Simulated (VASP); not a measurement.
NaCl:

```xyz
2
Lattice="0.0000 2.7941 2.7941 2.7941 0.0000 2.7941 2.7941 2.7941 0.0000" Properties=species:S:1:pos:R:3 pbc="T T T"
Cl    2.7941    2.7941    2.7941
Na    0.0000    0.0000    0.0000
```

The cell is a database's computed one.

Base run:

* Program: VASP 6.6.1
* Functional: PBE
* Potentials or basis: VASP PAW PBE potentials, release 64 (Cl, Na_pv)
* Cutoff: 520 eV
* k mesh: 8 × 8 × 8
* Occupations: fermi-dirac, width 0.05 eV
* Spin: no spin polarisation

Its results: band gap on the k mesh 5.22 eV, direct; pressure 1.5 GPa.

Task: The run is repeated on the same cell with these changes: functional from PBE to PBEsol. What comes out?

Result: Band gap on the k mesh 5.04 eV, direct; pressure 0.2 GPa.

PBEsol binds more tightly than PBE, so the same cell stands under less pressure.

Caveats: the PAW data sets were made with another functional, which shifts forces and pressure a little (some runs).

A k mesh can miss the band edges.

Not every run made on this cell is shown here.
